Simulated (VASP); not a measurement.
# TiTe2 (P-3m1) in VASP: further runs

One crystal, TiTe2, is run at these levels: HSE06; tasks: single point.

All numbers are computed with VASP 6.6.1; they aren't measurements. Logs are shortened: lines on timing, memory, paths and dates and some standing lists are left out, and cuts for length are marked.

## 1. The crystal as given

It takes space group P-3m1 (No. 164, trigonal). Conventional cell: a = 3.777 Å, b = 3.777 Å, c = 6.498 Å, α = 90.00°, β = 90.00°, γ = 120.00°. Te (site symmetry 3m) is surrounded by 3 Ti at 2.77 Å. Ti (site symmetry -3m) is surrounded by 6 Te at 2.77 Å.

## 2. Single point, HSE06

POSCAR reads:

```
TiTe2
1.0
    3.7770000000      0.0000000000      0.0000000000
   -1.8885000000      3.2709779501      0.0000000000
    0.0000000000      0.0000000000      6.4980000000
Te Ti
2 1
Direct
    0.3333333333      0.6666666667      0.7372000000
    0.6666666667      0.3333333333      0.2628000000
    0.0000000000      0.0000000000      0.0000000000
```

INCAR.step1 reads:

```
PREC = Accurate
ENCUT = 500
EDIFF = 1E-5
ISMEAR = 0
SIGMA = 0.01
LREAL = F
LASPH = T
NELM = 100
ALGO = Normal
ISIF = 2
LWAVE = T
LCHARG = F
NBANDS = 20
NKRED = 1
GGA = PE
```

INCAR.step2 reads:

```
PREC = Accurate
ENCUT = 500
EDIFF = 1E-6
ISMEAR = 0
SIGMA = 0.01
LREAL = F
LASPH = T
NELM = 100
ALGO = Normal
ISIF = 2
LWAVE = F
LCHARG = F
GGA = PE
LHFCALC = T
HFSCREEN = 0.2
PRECFOCK = Fast
NBANDS = 20
NKRED = 1
ISTART = 1
```

KPOINTS reads:

```
Automatic mesh
0
Gamma
  3 3 2
```

Potentials or basis: VASP PAW PBE potentials, release 64 (Te, Ti_sv).

Run with:

```sh
$ cat potpaw_PBE.64/Te/POTCAR potpaw_PBE.64/Ti_sv/POTCAR > POTCAR
$ cp INCAR.step1 INCAR
$ mpirun -np 1 vasp_std > vasp.out
$ cp INCAR.step2 INCAR
$ mpirun -np 1 vasp_std > vasp.out
```

OUTCAR:

```text
PREC = Accurate
   ENCUT = 500
   EDIFF = 1E-6
   ISMEAR = 0
   LREAL = F
   LASPH = T
   NELM = 100
   ISIF = 2
   GGA = PE
   LHFCALC = T
   HFSCREEN = 0.2
   PRECFOCK = Fast
   NKRED = 1
   ISTART = 1

 Found      6 irreducible k-points:

 Following reciprocal coordinates:
            Coordinates               Weight
  0.000000  0.000000  0.000000      1.000000
  0.333333  0.000000  0.000000      6.000000
  0.333333  0.333333  0.000000      2.000000
  0.000000  0.000000  0.500000      1.000000
  0.333333  0.000000  0.500000      6.000000
  0.333333  0.333333  0.500000      2.000000
   k-points           NKPTS =      6   k-points in BZ     NKDIM =     18   number of bands    NBANDS=     20
   number of dos      NEDOS =    301   number of ions     NIONS =      3
   total plane-waves  NPLWV =  37632
   dimension x,y,z NGX =    28 NGY =   28 NGZ =   48
   dimension x,y,z NGXF=    56 NGYF=   56 NGZF=   96
   ions per type =               2   1
   NGX,Y,Z   is equivalent  to a cutoff of  12.32, 12.32, 12.28 a.u.
   NGXF,Y,Z  is equivalent  to a cutoff of  24.65, 24.65, 24.56 a.u.
 SYSTEM =  unknown system
   PREC   = accura    normal or accurate (medium, high low for compatibility)
   ISTART =      1    job   : 0-new  1-cont  2-samecut
   ICHARG =      0    charge: 1-file 2-atom 10-const
   ISPIN  =      1    spin polarized calculation?
   LNONCOLLINEAR =      F non collinear calculations
   LSORBIT =      F    spin-orbit coupling
   LASPH  =      T    aspherical Exc in radial PAW
   ENCUT  =  500.0 eV  36.75 Ry    6.06 a.u.   6.89  6.89 11.85*2*pi/ulx,y,z
   NELM   =    100;   NELMIN=  2; NELMDL=  0     # of ELM steps
   EDIFF  = 0.1E-05   stopping-criterion for ELM
   LREAL  =      F    real-space projection
   EDIFFG = 0.1E-04   stopping-criterion for IOM
   NSW    =      0    number of steps for IOM
   IBRION =     -1    ionic relax: 0-MD 1-quasi-New 2-CG
   NFREE  =      0    steps in history (QN), initial steepest desc. (CG)
   ISIF   =      2    stress and relaxation
   ISYM   =      3    0-nonsym 1-usesym 2-fastsym
   POTIM  = 0.5000    time-step for ionic-motion
   TEBEG  =    0.0;   TEEND  =   0.0 temperature during run
   PSTRESS=    0.0 pullay stress
   NELECT =      24.0000    total number of electrons
   NUPDOWN=      -1.0000    fix difference up-down
   EMIN   =  10.00;   EMAX   =-10.00  energy-range for DOS
   EFERMI =   0.00;   METHOD = LEGACY
   ISMEAR =     0;   SIGMA  =   0.01  broadening in eV -4-tet -1-fermi 0-gaus
   EFERMI_NEDOS =   21; number of points for ismear=-14 and -15
   IALGO  =     38    algorithm
   IMIX   =      1    mixing-type and parameters
     AMIX     =   0.40;   BMIX     =  1.00
     AMIX_MAG =   1.60;   BMIX_MAG =  1.00
  volume/ion in A,a.u.               =      26.76       180.58
  Fermi-wavevector in a.u.,A,eV,Ry     =   1.094655  2.068597 16.303438  1.198269
  Thomas-Fermi vector in A             =   2.230964
   LORBIT       =      0    0 simple, 1 ext, 2 COOP (PROOUT), +10 PAW based schemes
   GGA     = PE    functional components
   LHFCALC =     T    Hartree Fock is set to
   PRECFOCK=fast      Normal, Fast or Accurate (Low or Medium for compatibility)
   ENCUT4O =  -1.0   cutoff for four orbital integrals eV
   NKREDX  =     1    reduce k-point grid by
   NKREDY  =     1    reduce k-point grid by
   NKREDZ  =     1    reduce k-point grid by
   AEXX    =    0.2500 exact exchange contribution
   HFSCREEN=    0.2000 screening length (either q_TF or 0.3 A-1)
   HFSCREENC=   0.2000 screening length for correlation (either q_TF or 0.3 A-1)
   ENCUTFOCK=  -1.0 apply spherical cutoff to Coloumb kernel
   IVDW    =     0    specifies the selected vdW correction
   LEPSILON=     F    determine dielectric tensor
   LRPA    =     F    only Hartree local field effects (RPA)
 non-spin polarized calculation
 Gauss-broadening in eV      SIGMA  =   0.01
  energy-cutoff  :      500.00
  volume of cell :       80.28
 maximum number of plane-waves:      2052
 NGX is ok and might be reduce to    28
  NGX = 16; NGY = 16; NGZ = 28

 number of electron      23.9999998 magnetization

 Free energy of the ion-electron system (eV)
  ---------------------------------------------------
  ext. energy  EPLUGINS =         0.00000000
  ---------------------------------------------------
  free energy    TOTEN  =       -19.59443400 eV

  energy without entropy =      -19.59325619  energy(sigma->0) =      -19.59384510

 E-fermi :   7.0913     XC(G=0):  -8.1840

 val. band max:        7.0845073276   @ k =   0.3333   0.0000   0.5000
 cond. band min:       7.2031332763   @ k =   0.3333   0.0000   0.0000
 fundamental gap:      0.1186259486
 Fermi energy:         7.0913480311

 k-point     1 :       0.0000    0.0000    0.0000
  band No.  band energies     occupation
      1     -55.6560      2.00000
      2     -30.3034      2.00000
      3     -30.2396      2.00000
      4     -30.2396      2.00000
      5      -7.2011      2.00000
      6      -5.4970      2.00000
[... 12 lines left out ...]
     19      13.0566      0.00000
     20      15.0174      0.00000

 k-point     2 :       0.3333    0.0000    0.0000
  band No.  band energies     occupation
      1     -55.6528      2.00000
      2     -30.2967      2.00000
      3     -30.2839      2.00000
      4     -30.2504      2.00000
      5      -5.9838      2.00000
      6      -4.9967      2.00000
[... 12 lines left out ...]
     19      13.0660      0.00000
     20      13.6430      0.00000

 k-point     3 :       0.3333    0.3333    0.0000
  band No.  band energies     occupation
      1     -55.6512      2.00000
      2     -30.2937      2.00000
      3     -30.2810      2.00000
      4     -30.2810      2.00000
      5      -4.8942      2.00000
      6      -4.8942      2.00000
[... 12 lines left out ...]
     19      15.6040      0.00000
     20      15.6040      0.00000

 k-point     4 :       0.0000    0.0000    0.5000
  band No.  band energies     occupation
      1     -55.6559      2.00000
      2     -30.3029      2.00000
      3     -30.2395      2.00000
      4     -30.2395      2.00000
      5      -6.6380      2.00000
      6      -6.3560      2.00000
[... 12 lines left out ...]
     19      14.2147      0.00000
     20      14.8779      0.00000

 k-point     5 :       0.3333    0.0000    0.5000
  band No.  band energies     occupation
      1     -55.6528      2.00000
      2     -30.2959      2.00000
      3     -30.2836      2.00000
      4     -30.2503      2.00000
      5      -5.5973      2.00000
      6      -5.4657      2.00000
[... 12 lines left out ...]
     19      12.5356      0.00000
     20      13.8830      0.00000

 k-point     6 :       0.3333    0.3333    0.5000
  band No.  band energies     occupation
      1     -55.6513      2.00000
      2     -30.2929      2.00000
      3     -30.2808      2.00000
      4     -30.2808      2.00000
      5      -4.8846      2.00000
      6      -4.8846      2.00000
[... 12 lines left out ...]
     19      12.9659      0.00000
     20      13.5523      0.00000

------------------------ aborting loop because EDIFF is reached ----------------------------------------

  FORCE on cell =-STRESS in cart. coord.  units (eV):
  Direction    XX          YY          ZZ          XY          YZ          ZX
  --------------------------------------------------------------------------------------
  -------------------------------------------------------------------------------------
  Total       -0.6022357     -0.6022357     -0.4927197     -0.0000000      0.0000000     -0.0000000
  in kB      -12.0191236    -12.0191236     -9.8334564     -0.0000000      0.0000000     -0.0000000
  external PRESSURE =     -11.2905678 kB  Pullay stress =       0.0000000 kB

 VOLUME and BASIS-vectors are now :
 -----------------------------------------------------------------------------
  energy-cutoff  :      500.00
  volume of cell :       80.28
      direct lattice vectors                 reciprocal lattice vectors
     3.777000000  0.000000000  0.000000000     0.264760392  0.152859484  0.000000000
    -1.888500000  3.270977950  0.000000000     0.000000000  0.305718967  0.000000000
     0.000000000  0.000000000  6.498000000     0.000000000  0.000000000  0.153893506

 POSITION                                       TOTAL-FORCE (eV/Angst)
 -----------------------------------------------------------------------------------
     -0.00000      2.18065      4.79033         0.000000     -0.000000      0.404275
      1.88850      1.09033      1.70767        -0.000000      0.000000     -0.404275
      0.00000      0.00000      0.00000         0.000000      0.000000     -0.000000
 -----------------------------------------------------------------------------------
    total drift:                                0.000000     -0.000000      0.000000

  FREE ENERGIE OF THE ION-ELECTRON SYSTEM (eV)
  ---------------------------------------------------
  free  energy   TOTEN  =       -19.5944340026 eV

  energy  without entropy=      -19.5932561940  energy(sigma->0) =      -19.59384510
```

Run time: 67 s. Hardware: 1 thread of Intel Xeon 6975P-C (Granite Rapids), shared host; peak memory 0.29 GiB.

These settings aren't checked as converged: the numbers below hold their error.

What came out:

| Property | Result |
| --- | --- |
| Free energy | -19.5944 eV |
| Pressure | -1.1 GPa |
| Largest force | 0.404 eV/Å |
| Band gap on the k mesh | none (metal or under the smearing width) |

Caveat: the k mesh is coarse (spacing up to 0.64 Å⁻¹), so the values aren't converged, least of all with exact exchange; the PAW data sets were made with another functional, which shifts forces and pressure a little; this functional lacks dispersion, which binds the layers, so the pressure and a relaxed spacing across them are unreliable.

## 3. Single point, HSE06

POSCAR is that of step 2.

Edit INCAR.step1 of step 2 so:

```diff
@@ -1,3 +1,3 @@
 PREC = Accurate
-ENCUT = 500
+ENCUT = 350
 EDIFF = 1E-5
```

Edit INCAR.step2 of step 2 so:

```diff
@@ -1,3 +1,3 @@
 PREC = Accurate
-ENCUT = 500
+ENCUT = 350
 EDIFF = 1E-6
@@ -15,3 +15,3 @@
 HFSCREEN = 0.2
-PRECFOCK = Fast
+PRECFOCK = Accurate
 NBANDS = 20
```

KPOINTS reads:

```
Automatic mesh
0
Gamma
  4 4 2
```

Potentials or basis: VASP PAW PBE potentials, release 64 (Te, Ti_sv).

Run with:

```sh
$ cat potpaw_PBE.64/Te/POTCAR potpaw_PBE.64/Ti_sv/POTCAR > POTCAR
$ cp INCAR.step1 INCAR
$ mpirun -np 1 vasp_std > vasp.out
$ cp INCAR.step2 INCAR
$ mpirun -np 1 vasp_std > vasp.out
```

It took 5.3 min on 1 thread of Intel Xeon 6975P-C (Granite Rapids), shared host; peak memory 0.28 GiB.

These settings aren't checked as converged: the numbers below hold their error.

What came out:

| Quantity | Value |
| --- | --- |
| Free energy | -19.8431 eV |
| Pressure | -1.0 GPa |
| Largest force | 0.271 eV/Å |
| Band gap on the k mesh | none (metal or under the smearing width) |

Caveat: the k mesh is coarse (spacing up to 0.48 Å⁻¹), so the values aren't converged, least of all with exact exchange; the PAW data sets were made with another functional, which shifts forces and pressure a little; this functional lacks dispersion, which binds the layers, so the pressure and a relaxed spacing across them are unreliable.

## 4. Single point, HSE06

POSCAR is that of step 3.

Edit INCAR.step1 of step 3 so:

```diff
@@ -1,3 +1,3 @@
 PREC = Accurate
-ENCUT = 350
+ENCUT = 300
 EDIFF = 1E-5
```

Edit INCAR.step2 of step 3 so:

```diff
@@ -1,3 +1,3 @@
 PREC = Accurate
-ENCUT = 350
+ENCUT = 300
 EDIFF = 1E-6
@@ -15,3 +15,3 @@
 HFSCREEN = 0.2
-PRECFOCK = Accurate
+PRECFOCK = Fast
 NBANDS = 20
```

KPOINTS reads:

```
Automatic mesh
0
Gamma
  6 6 3
```

Run with:

```sh
$ cat potpaw_PBE.64/Te/POTCAR potpaw_PBE.64/Ti_sv/POTCAR > POTCAR
$ cp INCAR.step1 INCAR
$ mpirun -np 1 vasp_std > vasp.out
$ cp INCAR.step2 INCAR
$ mpirun -np 1 vasp_std > vasp.out
```

Wall time 6.4 min (1 thread of Intel Xeon 6975P-C (Granite Rapids), shared host); peak memory 0.27 GiB.

The run converged, but some of its settings lie outside the range that counts as converged, so its numbers aren't taken as properties of the crystal.

Results:

```
Free energy            : -19.9048 eV
Largest force          : 0.316 eV/Å
Band gap on the k mesh : none (metal or under the smearing width)
```

Caveat: the cutoff is under 1.25 times the usual one of these potentials, so pressure, stress and relaxed cells hold a basis-set (Pulay) error; the PAW data sets were made with another functional, which shifts forces and pressure a little; this functional lacks dispersion, which binds the layers, so the pressure and a relaxed spacing across them are unreliable.

## 5. Single point, HSE06

POSCAR is that of step 4.

Edit INCAR.step1 of step 4 so:

```diff
@@ -1,3 +1,3 @@
 PREC = Accurate
-ENCUT = 300
+ENCUT = 400
 EDIFF = 1E-5
```

Edit INCAR.step2 of step 4 so:

```diff
@@ -1,3 +1,3 @@
 PREC = Accurate
-ENCUT = 300
+ENCUT = 400
 EDIFF = 1E-6
```

KPOINTS is that of step 4.

Potentials or basis: VASP PAW PBE potentials, release 64 (Te, Ti_sv).

Run with:

```sh
$ cat potpaw_PBE.64/Te/POTCAR potpaw_PBE.64/Ti_sv/POTCAR > POTCAR
$ cp INCAR.step1 INCAR
$ mpirun -np 1 vasp_std > vasp.out
$ cp INCAR.step2 INCAR
$ mpirun -np 1 vasp_std > vasp.out
```

OUTCAR:

```text
PREC = Accurate
   ENCUT = 400
   EDIFF = 1E-6
   ISMEAR = 0
   LREAL = F
   LASPH = T
   NELM = 100
   ISIF = 2
   GGA = PE
   LHFCALC = T
   HFSCREEN = 0.2
   PRECFOCK = Fast
   NKRED = 1
   ISTART = 1

 Found     17 irreducible k-points:

 Following reciprocal coordinates:
            Coordinates               Weight
  0.000000  0.000000  0.000000      1.000000
  0.166667  0.000000  0.000000      6.000000
  0.333333  0.000000  0.000000      6.000000
  0.500000  0.000000  0.000000      3.000000
  0.166667  0.166667  0.000000      6.000000
  0.333333  0.166667  0.000000     12.000000
   k-points           NKPTS =     17   k-points in BZ     NKDIM =    108   number of bands    NBANDS=     20
   number of dos      NEDOS =    301   number of ions     NIONS =      3
   total plane-waves  NPLWV =  32928
   dimension x,y,z NGX =    28 NGY =   28 NGZ =   42
   dimension x,y,z NGXF=    56 NGYF=   56 NGZF=   84
   ions per type =               2   1
   NGX,Y,Z   is equivalent  to a cutoff of  12.32, 12.32, 10.75 a.u.
   NGXF,Y,Z  is equivalent  to a cutoff of  24.65, 24.65, 21.49 a.u.
 SYSTEM =  unknown system
   PREC   = accura    normal or accurate (medium, high low for compatibility)
[... 59 lines left out ...]
  ext. energy  EPLUGINS =         0.00000000
  ---------------------------------------------------
  free energy    TOTEN  =       -19.91681221 eV

  energy without entropy =      -19.91661590  energy(sigma->0) =      -19.91671406

 E-fermi :   6.9097     XC(G=0):  -8.1795

 val. band max:        6.8177683654   @ k =   0.5000   0.0000   0.3333
 cond. band min:       6.9165196055   @ k =   0.3333   0.0000   0.3333
 fundamental gap:      0.0987512401
 Fermi energy:         6.9096789020

 k-point     1 :       0.0000    0.0000    0.0000
  band No.  band energies     occupation
      1     -55.9827      2.00000
      2     -30.5857      2.00000
      3     -30.5857      2.00000
      4     -30.5605      2.00000
      5      -7.1672      2.00000
      6      -5.4570      2.00000
[... 127 lines left out ...]
     19      14.3010      0.00000
     20      14.4841      0.00000

 [... further k-points ...]
[... 5 lines left out ...]
  --------------------------------------------------------------------------------------
  -------------------------------------------------------------------------------------
  Total       -0.3157342     -0.3157342     -0.2290288      0.0000000      0.0000000      0.0000000
  in kB       -6.3012681     -6.3012681     -4.5708432      0.0000000      0.0000000      0.0000000
  external PRESSURE =      -5.7244598 kB  Pullay stress =       0.0000000 kB

 VOLUME and BASIS-vectors are now :
 -----------------------------------------------------------------------------
  energy-cutoff  :      400.00
  volume of cell :       80.28
      direct lattice vectors                 reciprocal lattice vectors
     3.777000000  0.000000000  0.000000000     0.264760392  0.152859484  0.000000000
    -1.888500000  3.270977950  0.000000000     0.000000000  0.305718967  0.000000000
     0.000000000  0.000000000  6.498000000     0.000000000  0.000000000  0.153893506

 POSITION                                       TOTAL-FORCE (eV/Angst)
 -----------------------------------------------------------------------------------
     -0.00000      2.18065      4.79033        -0.000000      0.000000      0.329926
      1.88850      1.09033      1.70767         0.000000     -0.000000     -0.329926
      0.00000      0.00000      0.00000         0.000000      0.000000     -0.000000
 -----------------------------------------------------------------------------------
    total drift:                                0.000000      0.000000     -0.000000

  FREE ENERGIE OF THE ION-ELECTRON SYSTEM (eV)
  ---------------------------------------------------
  free  energy   TOTEN  =       -19.9168122062 eV

  energy  without entropy=      -19.9166159048  energy(sigma->0) =      -19.91671406
```

OUTCAR.step1:

```text
PREC = Accurate
   ENCUT = 400
   EDIFF = 1E-5
   ISMEAR = 0
   LREAL = F
[... 252 lines left out ...]
     -0.00000      2.18065      4.79033        -0.000000      0.000000      0.043372
      1.88850      1.09033      1.70767         0.000000     -0.000000     -0.043372
      0.00000      0.00000      0.00000        -0.000000      0.000000      0.000000
 -----------------------------------------------------------------------------------
    total drift:                                0.000000     -0.000000      0.000000

  FREE ENERGIE OF THE ION-ELECTRON SYSTEM (eV)
  ---------------------------------------------------
  free  energy   TOTEN  =       -16.2000498836 eV

  energy  without entropy=      -16.1999070482  energy(sigma->0) =      -16.19997847
```

It took 11 min on 1 thread of Intel Xeon 6975P-C (Granite Rapids), shared host; peak memory 0.29 GiB.

These settings aren't checked as converged: the numbers below hold their error.

What came out:

| Item | Value |
| --- | --- |
| Free energy | -19.9168 eV |
| Pressure | -0.6 GPa |
| Largest force | 0.330 eV/Å |
| Band gap on the k mesh | none (metal or under the smearing width) |

Caveat: the PAW data sets were made with another functional, which shifts forces and pressure a little; this functional lacks dispersion, which binds the layers, so the pressure and a relaxed spacing across them are unreliable.

## 6. For comparison

An earlier run on the cell as given: functional PBE; potentials or basis VASP PAW PBE potentials, release 64 (Te, Ti_sv); cutoff 520 eV; k mesh 8 × 8 × 4; occupations fermi-dirac, width 0.05 eV; no spin polarisation.

- Pressure: 0.9 GPa
- Largest force: 0.022 eV/Å
- Band gap on the k mesh: none (metal or under the smearing width)
